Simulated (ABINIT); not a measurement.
## TaN: single point with WC

The system is TaN.

```xyz
2
Lattice="0.0000 2.2113 2.2113 2.2113 0.0000 2.2113 2.2113 2.2113 0.0000" Properties=species:S:1:pos:R:3 pbc="T T T"
Ta    2.2113    2.2113    2.2113
N     0.0000    0.0000    0.0000
```

The cell comes from a database or a generator and needn't be the stable form of this composition.

```yaml
Program: ABINIT 10.8.3 (patched build)
Task: single point
Functional: WC
Potentials_or_basis: JTH PAW PBE v2.0
Cutoff: 844 eV
k_mesh: 10 × 10 × 10
Occupations: fermi-dirac, width 0.05 eV
Spin: no spin polarisation
Fine-grid_cutoff: 1442.2 eV
```

```json
{
  "Pressure": "-9.0 GPa",
  "Band gap on the k mesh": "none (metal or under the smearing width)",
  "Valence electrons inside the program's atomic spheres": "Ta 10.72; N 2.54"
}
```

Levels at points of the mesh, in eV from the Fermi level:
| k point | band 5 | band 6 | band 7 | band 8 | band 9 | band 10 | band 11 | band 12 | band 13 |
| --- | --- | --- | --- | --- | --- | --- | --- | --- | --- |
| (0.00, 0.00, 0.00) | -18.66 | -3.77 | -3.77 | -3.77 | -2.10 | -2.10 | -2.10 | 0.00 | 0.00 |
| (0.50, 0.00, 0.00) | -15.73 | -10.26 | -7.47 | -7.47 | 1.82 | 1.82 | 1.92 | 3.76 | 7.33 |
| (0.50, 0.50, 0.00) | -17.41 | -6.61 | -5.39 | -4.59 | -4.59 | 2.01 | 3.42 | 3.42 | 4.35 |

It took 32 s on 1 thread of Arm Neoverse V2, on a shared host, peak memory 0.12 GiB.

Caveat: the highest band is partly filled, so the run has too few bands; the PAW data sets were made with another functional, which shifts forces and pressure a little. Spin-orbit coupling is left out, which matters for the levels of Ta.
